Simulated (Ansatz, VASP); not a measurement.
## One calculation of Hf, two programs

```
Hf
1.0
     3.13281    0.00000    0.00000
    -1.56640    2.71309    0.00000
     0.00000    0.00000    4.94272
Hf
2
Cartesian
  0.0000 1.8087 1.2357
  1.5664 0.9044 3.7070
```

Alike in both runs: functional r2SCAN; k mesh 15 × 15 × 8; occupations gaussian, width 0.1 eV; no spin polarisation.

Ansatz relaxed the structure, and its values are those at the end. VASP's run is a single point on that final structure, the one shown.

```csv
,VASP,Ansatz
version,VASP 6.6.1,Ansatz 0.2.0
potentials or method,"VASP PAW PBE potentials, release 64 (Hf_pv)","scalar-relativistic, plane waves, PAW"
plane-wave cutoff (eV),520,500
valence electrons in the cell,20,52
```

Ansatz gave:

```
gap on the k mesh at the Fermi level (eV) : none
pressure (GPa)                            : 7.6
```

Problem. Which values does VASP return?

Solution. gap on the k mesh at the Fermi level (eV): none; pressure (GPa): 7.0.

A gap of «none» marks a metal or a gap that the smearing closes. The two sets of potentials don't hold the same shells in valence.

Caveats: the PAW data sets were made with another functional, which shifts forces and pressure a little (VASP). Spin-orbit coupling is left out, which matters for the levels of Hf.
